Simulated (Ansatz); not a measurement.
## TiAl3 under changes of volume

One of the cells (15.634 Å³/atom); the others are scaled copies at fixed shape and fractional positions:

```
CELL_PARAMETERS angstrom
-1.91111 1.91111 4.28067
1.91111 -1.91111 4.28067
1.91111 1.91111 -4.28067
ATOMIC_POSITIONS crystal
Ti 0.00000 0.00000 0.00000
Al 0.25000 0.75000 0.50000
Al 0.75000 0.25000 0.50000
Al 0.50000 0.50000 0.00000
```

The cell comes from a database or a generator and needn't be the stable form of this composition.

| Item | Value |
| --- | --- |
| Program | Ansatz 0.2.0 |
| Functional | PBE |
| Potentials or basis | Ansatz PAW |
| Cutoff | 420 eV (not typed: the program's choice for these potentials) |
| k mesh | 10 × 10 × 10 |
| Occupations | fermi-dirac, width 0.05 eV |
| Spin | no spin polarisation |

```csv
volume (Å³/atom),energy over the lowest point (meV/atom),pressure (GPa)
14.696,?,?
15.009,19.58,7.2
15.322,8.28,4.5
15.634,1.91,2.1
15.947,0.00,-0.1
16.260,2.13,-2.0
16.572,7.92,-3.8
```

What does the run at 14.696 Å³/atom give?

Energy over the lowest point 36.34 meV/atom; pressure 10.1 GPa.

Worked out: A Birch-Murnaghan fit of order 3 (a polynomial in V^(-2/3)) to the other rows has its minimum at 15.93 Å³/atom with B0 = V·E''(V) = 106 GPa and B' = 4.0 at fixed shape and positions, which overstates the stiffness. It gives 36.33 meV/atom at 14.696 Å³/atom, against the run's 36.34, and -dE/dV = 10.1 GPa, against 10.1.

Energies are extrapolated to zero smearing.
